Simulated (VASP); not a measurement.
Computed with PBE GGA, VASP's PBE PAW potentials (set 64) (plane waves; VASP).

VASP input:

POSCAR:
```
BaF2
3.1442180
  0.0000000000   1.0000001215   1.0000001215
  1.0000001215   0.0000000000   1.0000001215
  1.0000001215   1.0000001215   0.0000000000
Ba F
1 2
Cartesian
  0.0000000000   0.0000000000   0.0000000000
  0.5000000608   0.5000000608   0.5000000608
  1.5000001823   1.5000001823   1.5000001823
```

KPOINTS:
```
Automatic mesh
0
Gamma
6 6 6
0 0 0
```

INCAR:
```
! general
SYSTEM =BaF2
PREC   =Accurate
ENCUT  =520
LREAL  =.FALSE.
LASPH  =.TRUE.

! electronic loop
EDIFF  =1E-6
NELM   =100
ALGO   =Normal
LMAXMIX=4

! smearing
ISMEAR =0
SIGMA  =0.05

! functional
GGA    =PE

! output
LWAVE  =.FALSE.
LCHARG =.TRUE.
```

POTCAR, in this order: Ba_sv F (PBE.64 set). Program: vasp_std.

Output

OUTCAR:
```
 ion  position               nearest neighbor table
   1  0.000  0.000  0.000-   3 2.72   3 2.72   3 2.72   2 2.72   3 2.72   2 2.72   2 2.72   2 2.72
  LATTYP: Found a face centered cubic cell.
 ALAT       =     6.2884367642
 Subroutine PRICEL returns:
 Original cell was already a primitive cell.
 Subroutine GETGRP returns: Found 48 space group operations
The static configuration has the point symmetry O_h .
The dynamic configuration has the point symmetry O_h .
 Subroutine INISYM returns: Found 48 space group operations
 Subroutine IBZKPT returns following result:
 Found     16 irreducible k-points:

 Following reciprocal coordinates:
            Coordinates               Weight
  0.000000  0.000000  0.000000      1.000000
  0.166667  0.000000  0.000000      8.000000
  0.333333  0.000000  0.000000      8.000000
  0.500000  0.000000  0.000000      4.000000
  0.166667  0.166667  0.000000      6.000000
  0.333333  0.166667  0.000000     24.000000
  0.500000  0.166667  0.000000     24.000000
 -0.333333  0.166667  0.000000     24.000000
 -0.166667  0.166667  0.000000     12.000000
  0.333333  0.333333  0.000000      6.000000
  0.500000  0.333333  0.000000     24.000000
 -0.333333  0.333333  0.000000     12.000000
  0.500000  0.500000  0.000000      3.000000
  0.500000  0.333333  0.166667     24.000000
 -0.333333  0.333333  0.166667     24.000000
 -0.333333  0.500000  0.166667     12.000000
   k-points           NKPTS =     16   k-points in BZ     NKDIM =     16   number of bands    NBANDS=     16
   number of dos      NEDOS =    301   number of ions     NIONS =      3
   total plane-waves  NPLWV =  46656
   dimension x,y,z NGX =    36 NGY =   36 NGZ =   36
   dimension x,y,z NGXF=    72 NGYF=   72 NGZF=   72
   ions per type =               1   2
   PREC   = accura    normal or accurate (medium, high low for compatibility)
   ISTART =      0    job   : 0-new  1-cont  2-samecut
   ICHARG =      2    charge: 1-file 2-atom 10-const
   ISPIN  =      1    spin polarized calculation?
   LNONCOLLINEAR =      F non collinear calculations
   LSORBIT =      F    spin-orbit coupling
   INIWAV =      1    electr: 0-lowe 1-rand  2-diag
   ENCUT  =  520.0 eV  38.22 Ry    6.18 a.u.   8.27  8.27  8.27*2*pi/ulx,y,z
   NELM   =    100;   NELMIN=  2; NELMDL= -5     # of ELM steps
   EDIFF  = 0.1E-05   stopping-criterion for ELM
   LREAL  =      F    real-space projection
   NLSPLINE    = F    spline interpolate recip. space projectors
   LMAXMIX     =    4 max onsite mixed and CHGCAR
   VOSKOWN=      0    Vosko Wilk Nusair interpolation
   EDIFFG = 0.1E-04   stopping-criterion for IOM
   NSW    =      0    number of steps for IOM
   NBLOCK =      1;   KBLOCK =      1    inner block; outer block
   IBRION =     -1    ionic relax: 0-MD 1-quasi-New 2-CG
   NFREE  =      0    steps in history (QN), initial steepest desc. (CG)
   ISIF   =      2    stress and relaxation
   ISYM   =      2    0-nonsym 1-usesym 2-fastsym
   TEIN   =    0.0    initial temperature
   TEBEG  =    0.0;   TEEND  =   0.0 temperature during run
   SMASS  =  -3.00    Nose mass-parameter (am)
   PSTRESS=    0.0 pullay stress
   NELECT =      24.0000    total number of electrons
   EFERMI =   0.00;   METHOD = LEGACY
   ISMEAR =     0;   SIGMA  =   0.05  broadening in eV -4-tet -1-fermi 0-gaus
   IALGO  =     38    algorithm
   LDIAG  =      T    sub-space diagonalisation (order eigenvalues)
   IMIX   =      4    mixing-type and parameters
     AMIX     =   0.40;   BMIX     =  1.00
     AMIX_MAG =   1.60;   BMIX_MAG =  1.00
     AMIN     =   0.10
   GGA     = PE    functional components
   VOSKOWN =     0    Vosko Wilk Nusair interpolation
   LHFCALC =     F    Hartree Fock is set to
   LHFONE  =     F    Hartree Fock one center treatment
...
```

**OSZICAR**
```
       N       E                     dE             d eps       ncg     rms          rms(c)
DAV:   1     0.154435494417E+03    0.15444E+03   -0.13166E+04   520   0.138E+03
DAV:   2    -0.124965988308E+02   -0.16693E+03   -0.16543E+03   648   0.289E+02
DAV:   3    -0.188152423120E+02   -0.63186E+01   -0.63118E+01   680   0.653E+01
DAV:   4    -0.189179058440E+02   -0.10266E+00   -0.10264E+00   648   0.718E+00
DAV:   5    -0.189214069675E+02   -0.35011E-02   -0.35011E-02   680   0.970E-01    0.845E+00
DAV:   6    -0.171055225489E+02    0.18159E+01   -0.10155E+01   512   0.246E+01    0.417E+00
DAV:   7    -0.171000023735E+02    0.55202E-02   -0.36175E-01   640   0.550E+00    0.209E+00
DAV:   8    -0.171175999330E+02   -0.17598E-01   -0.57955E-02   584   0.292E+00    0.272E-01
DAV:   9    -0.171266004721E+02   -0.90005E-02   -0.14039E-02   624   0.856E-01    0.149E-01
DAV:  10    -0.171292535111E+02   -0.26530E-02   -0.39132E-03   536   0.451E-01    0.432E-02
DAV:  11    -0.171292416687E+02    0.11842E-04   -0.40272E-04   704   0.157E-01    0.200E-02
DAV:  12    -0.171292609971E+02   -0.19328E-04   -0.72449E-05   512   0.636E-02    0.268E-03
DAV:  13    -0.171292614108E+02   -0.41375E-06   -0.13568E-06   576   0.916E-03
   1 F= -.17129261E+02 E0= -.17129261E+02  d E =-.130238E-10
```

### OUTCAR
```
------------------------ aborting loop because EDIFF is reached ----------------------------------------
  FORCE on cell =-STRESS in cart. coord.  units (eV):
  Direction    XX          YY          ZZ          XY          YZ          ZX
  --------------------------------------------------------------------------------------
  Total       -0.0552499     -0.0552499     -0.0552499     -0.0000000     -0.0000000     -0.0000000
  in kB       -1.4238814     -1.4238814     -1.4238814     -0.0000000     -0.0000000     -0.0000000
  external PRESSURE =      -1.4238814 kB  Pullay stress =       0.0000000 kB
  volume of cell :       62.17
      direct lattice vectors                 reciprocal lattice vectors
     0.000000000  3.144218382  3.144218382    -0.159022033  0.159022033  0.159022033
     3.144218382  0.000000000  3.144218382     0.159022033 -0.159022033  0.159022033
     3.144218382  3.144218382  0.000000000     0.159022033  0.159022033 -0.159022033
 POSITION                                       TOTAL-FORCE (eV/Angst)
 -----------------------------------------------------------------------------------
      0.00000      0.00000      0.00000         0.000000     -0.000000     -0.000000
      1.57211      1.57211      1.57211        -0.000000     -0.000000     -0.000000
      4.71633      4.71633      4.71633         0.000000      0.000000      0.000000
 -----------------------------------------------------------------------------------
    total drift:                                0.000000      0.000000      0.000000
  FREE ENERGIE OF THE ION-ELECTRON SYSTEM (eV)
  ---------------------------------------------------
  free  energy   TOTEN  =       -17.1292614108 eV

  energy  without entropy=      -17.1292614108  energy(sigma->0) =      -17.12926141
```
(Selected blocks of OUTCAR.)

The compound is BaF2 in the fluorite structure. It was relaxed first.
